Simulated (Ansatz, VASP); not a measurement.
# BP in VASP and in Ansatz

The input INCAR:

```
SYSTEM = BP
PREC     = Accurate       ! precision mode
ENCUT    = 520            ! plane-wave cutoff, eV
EDIFF    = 1E-7           ! SCF threshold, eV
ISMEAR   = -1             ! smearing method
SIGMA    = 0.02           ! smearing width, eV
LREAL    = .False.        ! projectors in reciprocal space
LASPH    = .True.         ! aspherical terms in the spheres
NELM     = 100            ! most SCF steps
ALGO     = Fast           ! electronic algorithm
ISIF     = 2              ! what is computed and relaxed
LWAVE    = .False.        ! write WAVECAR
LCHARG   = .False.        ! write CHGCAR
GGA      = PE             ! functional
NBANDS   = 11             ! bands
```

Contents of KPOINTS:

```
regular mesh
0
Gamma
  10 10 10
  0 0 0
```

Contents of POSCAR:

```
BP
1.0
    0.0000000000      2.2683156840      2.2683156840
    2.3109600188      0.0000000000      2.2683156840
    2.3109600188      2.2683156840      0.0000000000
B P
1 1
Direct
    0.0000000000      0.0000000000      0.0000000000
    0.2500000000      0.2500000000      0.2500000000
```

Input for Ansatz:

```yaml
crystal:
  lattice:
    - [0.0, 2.268315684, 2.268315684]
    - [2.3109600188, 0.0, 2.268315684]
    - [2.3109600188, 2.268315684, 0.0]
  atoms:
    - { symbol: B, position: [0.0, 0.0, 0.0] }
    - { symbol: P, position: [0.25, 0.25, 0.25] }
kpoints:
  mp_grid: { grid: [10, 10, 10] }
  band_path:
    path:
      - [0.0, 0.0, 0.0]
      - [-0.5, -0.5, 0.0]
      - [-0.375, -0.375, 0.25]
      - [-0.375, 0.0, 0.375]
      - [0.0, 0.0, 0.5]
      - [-0.5, -0.25, 0.25]
      - [0.411458, 0.0, 0.411458]
    npoints: 1
hamiltonian:
  xc: pbe
scf:
  occupations: { method: fermi_dirac, width: 0.02 }
  n_extra_bands: 4
output:
  forces: true
  stress: true
  eigenvalues: true
  write_density: true
  write_potential: true
  elf: true
  volumetric_format: npy
```

Change from the starting cell: uniaxial_x strain +1.9%.

Alike in both runs: task single point; functional PBE; k mesh 10 × 10 × 10; occupations fermi-dirac, width 0.02 eV; no spin polarisation.

|  | VASP | Ansatz |
| --- | --- | --- |
| version | VASP 6.6.1 | Ansatz 0.2.0 |
| potentials or method | VASP PAW PBE potentials, release 64 (B, P) | plane waves, PAW |
| plane-wave cutoff (eV) | 520 | 420 |
| valence electrons in the cell | 8 | 8 |

Ansatz gave:

* gap on the k mesh at the Fermi level (eV): 1.13
* pressure (GPa): -1.7
* largest component of the traceless stress (GPa): 3.36

**Question.** Which values does VASP return?

**Answer.** gap on the k mesh at the Fermi level (eV): 1.12; pressure (GPa): -1.9; largest component of the traceless stress (GPa): 3.36.

A k mesh can miss the band edges.
